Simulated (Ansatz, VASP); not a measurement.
## Two plane-wave programs on Be

INCAR

```
  PREC = Accurate
  ENCUT = 520
  EDIFF = 1E-7
  ISMEAR = -1
  SIGMA = 0.1
  LREAL = F
  LASPH = T
  NELM = 100
  ALGO = Normal
  ISIF = 2
  LWAVE = F
  LCHARG = F
  GGA = PE
  NBANDS = 7
```

The input KPOINTS:

```
regular mesh
0
Gamma
  18 18 18
```

File POSCAR:

```
Be
1.0
    0.0000000000      1.6105420000      1.6105420000
    1.6105420000      0.0000000000      1.6105420000
    1.6105420000      1.6105420000      0.0000000000
Be
1
Direct
    0.0000000000      0.0000000000      0.0000000000
```

Input for Ansatz:

```yaml
crystal:
  lattice:
    - [0.0, 1.610542, 1.610542]
    - [1.610542, 0.0, 1.610542]
    - [1.610542, 1.610542, 0.0]
  atoms:
    - { symbol: Be, position: [0.0, 0.0, 0.0] }
  symmetry: { tolerance: 0.0003 }
kpoints:
  mp_grid: { grid: [18, 18, 18], shift: [0, 0, 0] }
  band_path:
    path:
      - [0.0, 0.0, 0.0]
      - [0.5, 0.0, 0.5]
      - [0.625, 0.25, 0.625]
      - [0.375, 0.375, 0.75]
      - [0.0, 0.0, 0.0]
      - [0.5, 0.5, 0.5]
      - [0.5, 0.25, 0.75]
      - [0.5, 0.0, 0.5]
    npoints: 8
magnetization:
  spin_polarized: false
scf:
  occupations: { method: fermi_dirac }
  lower_state_search: "off"
  max_iter: 200
hamiltonian:
  pseudopotentials: { kind: paw }
  xc: pbe
basis:
  ecutwfc: 420
  fft_grid_basis: typed
output:
  forces: true
  stress: true
  eigenvalues: true
  bader: true
  populations: true
  elf: true
  write_potential: true
  volumetric_format: npy
  dos:
    e_range: [-12, 8]
    de: 0.05
    projected: { site_lists: { Be: [Be] } }
checkpoint:
  read: saved_state
```

Alike in both runs: task single point; functional PBE; k mesh 18 × 18 × 18; no spin polarisation.

|  | VASP | Ansatz |
| --- | --- | --- |
| version | VASP 6.6.1 | Ansatz 0.2.0 |
| potentials or method | VASP PAW PBE potentials, release 64 (Be) | PAW plane waves |
| plane-wave cutoff (eV) | 520 | 420 |
| occupations | fermi-dirac, width 0.1 eV | fermi-dirac |
| valence electrons in the cell | 2 | 2 |

Ansatz gave:

```
pressure (GPa) : -6.2
```

Estimate VASP's values.

pressure (GPa): -6.1.
